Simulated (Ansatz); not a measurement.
**Squeezing and stretching SnS2**

Reference cell: an entry of the Crystallography Open Database (COD) whose atoms were relaxed with PBE, the cell held.

```xyz
3
Lattice="3.6050 0.0000 0.0000 -1.8025 3.1220 0.0000 0.0000 0.0000 5.4600" Properties=species:S:1:pos:R:3 pbc="T T T"
Sn    0.0000    0.0000    0.0000
S     1.8025    1.0407    3.9787
S     0.0000    2.0813    1.4813
```

Atoms are numbered from 1 in the order listed; like atoms form one site, named after its first atom.

Computed with Ansatz: DFT, PBE, plane waves and PAW, scalar-relativistic, 420 eV cutoff, Γ-centred 14×14×8 k-points, Fermi–Dirac smearing 0.02 eV.

The cell is scaled uniformly, and the ions relax again at each size.

```
V/V₀  pressure (GPa)  gap on the k-mesh (eV)
0.94            12.9                    0.88
0.96            10.9                    0.91
0.98             9.1                    0.94
1.00             7.4                    0.96
1.02             6.0                    0.98
1.04             4.8                    1.00
1.06               ?                       ?
```

(1) Estimate the row at V/V₀ = 1.06, the equilibrium volume and the bulk modulus.

## Answers

(1) pressure (GPa): 3.5; gap on the k-mesh (eV): 1.01. Worked: a parabola in ln(V/V₀) through the other 6 rows gives 3.6 GPa there. It crosses zero pressure at V/V₀ = 1.176, the equilibrium volume of this functional, where the bulk modulus is B = −dP/d ln V = 16 GPa. The shape of the cell is held, so in this non-cubic crystal both values are those of uniform scaling, and B is an upper bound to the hydrostatic one. No dispersion correction is included, which matters between the layers of this solid. The gap rises as the cell grows, by 0.011 eV per per cent of volume.

PBE gaps are too small, by a third to a half in many semiconductors; their changes with volume are better.
